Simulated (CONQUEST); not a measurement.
## ZnS (Wurtzite-2H) under changes of volume

One of the cells (19.603 Å³/atom); the others are scaled copies at fixed shape and fractional positions:

```
CELL_PARAMETERS angstrom
3.81100 0.00000 0.00000
0.00000 6.23400 0.00000
0.00000 0.00000 6.60085
ATOMIC_POSITIONS crystal
Zn 0.00000 0.50000 0.33333
Zn 0.50000 0.50000 0.83333
Zn 0.00000 0.00000 0.66667
Zn 0.50000 0.00000 0.16667
S 0.00000 0.88500 0.33333
S 0.50000 0.88500 0.83333
S 0.00000 0.38500 0.66667
S 0.50000 0.38500 0.16667
```

* Program: CONQUEST 1.3
* Functional: PBE
* Potentials or basis: PseudoDojo NC PBE, SZ, grid of 36 × 60 × 64 points
* k mesh: 7 × 5 × 4
* Occupations: fermi-dirac, width 0.05 eV
* Spin: no spin polarisation

| volume (Å³/atom) | energy over the lowest point (meV/atom) | pressure (GPa) | gap on the mesh (eV) | largest force (eV/Å) |
| --- | --- | --- | --- | --- |
| 18.427 | 214.09 | 21.7 | 2.21 | 0.483 |
| 18.819 | 164.58 | 19.0 | 2.05 | 0.458 |
| 19.211 | 121.09 | 16.6 | 1.90 | 0.439 |
| 19.603 | 83.28 | 14.4 | 1.75 | 0.418 |
| 19.995 | ? | ? | ? | ? |
| 20.387 | 23.18 | 10.3 | 1.47 | 0.383 |
| 20.779 | 0.00 | 8.7 | 1.34 | 0.372 |

Task: What does the run at 19.995 Å³/atom give?

Result: Energy over the lowest point 50.74 meV/atom; pressure 12.2 GPa; gap on the mesh 1.61 eV; largest force 0.398 eV/Å.

Worked out: A Birch-Murnaghan fit of order 3 (a polynomial in V^(-2/3)) to the other rows has no minimum within the range. It gives 50.79 meV/atom at 19.995 Å³/atom, against the run's 50.74, and -dE/dV = 12.3 GPa, against 12.2. A straight line through the other rows of the gap, of slope -7.24 eV per unit of ln V, gives 1.61 eV, against the run's 1.61.

Energies are extrapolated to zero smearing.

Caveats: the atomic basis is small; an odd mesh through Γ misses points on the zone boundary, where band edges often lie; the basis of atomic orbitals isn't converged, which shifts pressures, moduli and gaps.
